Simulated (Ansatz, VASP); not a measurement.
**One calculation of CuO, two programs**

INCAR

```
SYSTEM = CuO
  ALGO = Normal
  EDIFF = 1E-7
  ENCUT = 520
  GGA = PE
  ISIF = 2
  ISMEAR = -1
  LASPH = .True.
  LCHARG = .False.
  LREAL = .False.
  LWAVE = .False.
  NBANDS = 25
  NELM = 80
  PREC = Accurate
  SIGMA = 0.05
```

KPOINTS

```
k-points
0
Gamma
  10 10 5
  0 0 0
```

File POSCAR:

```
CuO
1.0
    0.1933224861     -2.2148930761     -2.0832159224
   -2.0593359987      0.1083799591     -1.9982733954
    2.4299416557      2.3306711520     -4.4755324069
Cu O
2 2
Direct
    0.4562322400      0.5306856300      0.4854117400
    0.9742842800      0.9858673900      0.0243612000
    0.8016626700      0.7447211200      0.7392802400
    0.2678208100      0.2387258700      0.2509468100
```

File input.yaml:

```yaml
crystal:
  lattice:
    - [0.1933224861, -2.2148930761, -2.0832159224]
    - [-2.0593359987, 0.1083799591, -1.9982733954]
    - [2.4299416557, 2.330671152, -4.4755324069]
  atoms:
    - { symbol: Cu, position: [0.45623224, 0.53068563, 0.48541174] }
    - { symbol: Cu, position: [0.97428428, 0.98586739, 0.0243612] }
    - { symbol: O, position: [0.80166267, 0.74472112, 0.73928024] }
    - { symbol: O, position: [0.26782081, 0.23872587, 0.25094681] }
hamiltonian:
  xc: pbe
  pseudopotentials: { kind: paw, source: jth }
kpoints:
  mp_grid: { grid: [10, 10, 5] }
scf:
  occupations: { method: fermi_dirac, width: 0.05 }
output:
  forces: true
  stress: true
  eigenvalues: true
  write_density: true
  write_potential: true
  elf: true
  volumetric_format: npy
```

Change from the starting cell: all atoms moved at random, sigma 0.1 Å a component, cell strained at random, sigma 0.1; volume scaled by 1.06.

Alike in both runs: task single point; functional PBE; k mesh 10 × 10 × 5; occupations fermi-dirac, width 0.05 eV; no spin polarisation.

```csv
,VASP,Ansatz
version,VASP 6.6.1,Ansatz 0.2.0
potentials or method,"VASP PAW PBE potentials, release 64 (Cu, O)",JTH PAW
plane-wave cutoff (eV),520,1380
valence electrons in the cell,34,50
```

VASP gave:

```
gap on the k mesh at the Fermi level (eV)       : none
pressure (GPa)                                  : -11.0
largest component of the traceless stress (GPa) : 7.47
rms of the force components (eV/Å)              : 0.571
```

What did Ansatz give for the same quantities?

gap on the k mesh at the Fermi level (eV): none; pressure (GPa): -11.1; largest component of the traceless stress (GPa): 7.44; rms of the force components (eV/Å): 0.564.

Atom by atom the forces differ by 0.012 eV/Å (rms over components). A gap of «none» marks a metal or a gap that the smearing closes. The two sets of potentials don't hold the same shells in valence.

Caveats: the run has no spin polarisation, though such a crystal can be magnetic; semilocal functionals often make such compounds metallic where correlation or magnetic order opens a gap, which also shifts bond lengths; forces of over 1 eV/Å show positions far from the minimum, so gaps and moduli don't describe the material at rest.
